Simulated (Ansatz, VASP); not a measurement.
# One calculation of Mo, two programs

File INCAR:

```
ALGO = Fast
EDIFF = 1E-6
ENCUT = 520
GGA = PE
GGA_COMPAT = F
ISIF = 2
ISMEAR = -1
LASPH = T
LCHARG = F
LMAXMIX = 4
LORBIT = 11
LORBMOM = T
LREAL = F
LSORBIT = T
LWAVE = F
MAGMOM = 0 0 0
NBANDS = 25
NELM = 150
PREC = Accurate
SIGMA = 0.05
```

Contents of KPOINTS:

```
k-points
0
Gamma
  12 12 12
```

File POSCAR:

```
Mo
1.0
   -1.5838089719      1.5838089719      1.5838089719
    1.5838089719     -1.5838089719      1.5838089719
    1.5838089719      1.5838089719     -1.5838089719
Mo
1
Direct
    0.0000000000      0.0000000000      0.0000000000
```

input.yaml

```yaml
crystal:
  lattice:
    - [-1.5838089719, 1.5838089719, 1.5838089719]
    - [1.5838089719, -1.5838089719, 1.5838089719]
    - [1.5838089719, 1.5838089719, -1.5838089719]
  atoms:
    - { symbol: Mo, position: [0.0, 0.0, 0.0] }
hamiltonian:
  xc: pbe
  pseudopotentials: { kind: paw_fr }
magnetization:
  noncollinear: true
  spin_orbit: true
kpoints:
  mp_grid: { grid: [12, 12, 12] }
  band_path:
    path:
      - [[0.0, 0.0, 0.0], [0.5, -0.5, 0.5], [0.0, 0.0, 0.5], [0.0, 0.0, 0.0], [0.25, 0.25, 0.25], [0.5, -0.5, 0.5]]
      - [[0.25, 0.25, 0.25], [0.0, 0.0, 0.5]]
    npoints: 14
scf:
  occupations: { method: fermi_dirac, width: 0.05 }
  n_extra_bands: 6
output:
  forces: true
  stress: true
  eigenvalues: true
  fatbands: false
  write_density: true
  write_potential: true
  elf: true
  volumetric_format: npy
```

Alike in both runs: functional PBE; k mesh 12 × 12 × 12; occupations fermi-dirac, width 0.05 eV; non-collinear spin, spin-orbit coupling.

|  | VASP | Ansatz |
| --- | --- | --- |
| version | VASP 6.6.1 | Ansatz 0.2.0 |
| potentials or method | VASP PAW PBE potentials, release 64 (Mo_sv) | Ansatz PAW |
| plane-wave cutoff (eV) | 520 | 420 |
| valence electrons in the cell | 14 | 14 |
| task | single point | band structure |

Ansatz gave:

```
gap on the k mesh at the Fermi level (eV) : none
pressure (GPa)                            : -1.8
net moment per atom (μB)                  : 0.00
```

Task: Estimate VASP's values.

Result: gap on the k mesh at the Fermi level (eV): none; pressure (GPa): -1.2; net moment per atom (μB): 0.00.

A gap of «none» marks a metal or a gap that the smearing closes.
